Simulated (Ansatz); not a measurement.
Reaction (ligand exchange at the Si–C bond): `O=C(O)C[SiH2]F` + `[BH2][GeH2][OH]` → `[BH2][GeH2][O][SiH2]F` + `CC(=O)O`

Isolated molecules relaxed with PBE0-D4/def2-TZVP in Ansatz; ΔE leaves out vibrations. CBS: MP2 limit from def2 TZ/QZ plus the TZ coupled-cluster correction, frozen cores. Functionals use def2-TZVPP. B3LYP here is the variant with VWN-RPA as its local correlation; programs differ in this. For Ge outer-core shells are correlated without core-valence functions, which leaves a few kJ/mol of doubt a bond. Scalar relativity is left out up to krypton. One conformer a species, not always the lowest.

```csv
level,ΔE (kcal/mol)
B3LYP-D4,-31.1
B2PLYP,-31.7
HF/CBS(def2),-36.8
CCSD/CBS(def2),-31.4
```

Q: What does CCSD(T)/CBS give? (Estimate.)

A: Computed: -30.6 kcal/mol. The listed levels differ from it by -0.5, -1.1, -6.2, -0.8 kcal/mol.

Largest T1 diagnostic among the species: 0.015.

In def2-TZVPP, CCSD(T) changes the Hartree–Fock value by +5.5 kcal/mol (the triples alone add +0.8 kcal/mol) and MP2 by +5.3 kcal/mol. From PBE to PBE0 (25 % exact exchange), in def2-TZVPP and without D4, ΔE moves by −1.4 kcal/mol.

CCSD(T)/CBS has its own doubt, a few kJ/mol and more with outer-core shells, so smaller differences from it don't rank the levels.
